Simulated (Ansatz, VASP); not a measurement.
# Mg in VASP and in Ansatz

```
Mg
1.0
     0.00000    2.15275    2.15275
     2.15275    0.00000    2.15275
     2.15275    2.15275    0.00000
Mg
1
Cartesian
  0.0000 0.0000 0.0000
```

Alike in both runs: task single point; functional PBEsol; k mesh 14 × 14 × 14; occupations fermi-dirac, width 0.1 eV; no spin polarisation.

```csv
,VASP,Ansatz
version,VASP 6.6.1,Ansatz 0.2.0
potentials or method,"VASP PAW PBE potentials, release 64 (Mg)","plane waves (420 eV) with PAW, scalar-relativistic"
plane-wave cutoff (eV),520,420
valence electrons in the cell,2,10
```

```tsv
	VASP	Ansatz	Ansatz less VASP
pressure (GPa)	6.1	6.1	-0.02
```

The two sets of potentials don't hold the same shells in valence. Ansatz warned: «pseudo_functional_mismatch».

Caveats: the PAW data sets were made with another functional, which shifts forces and pressure a little (VASP).
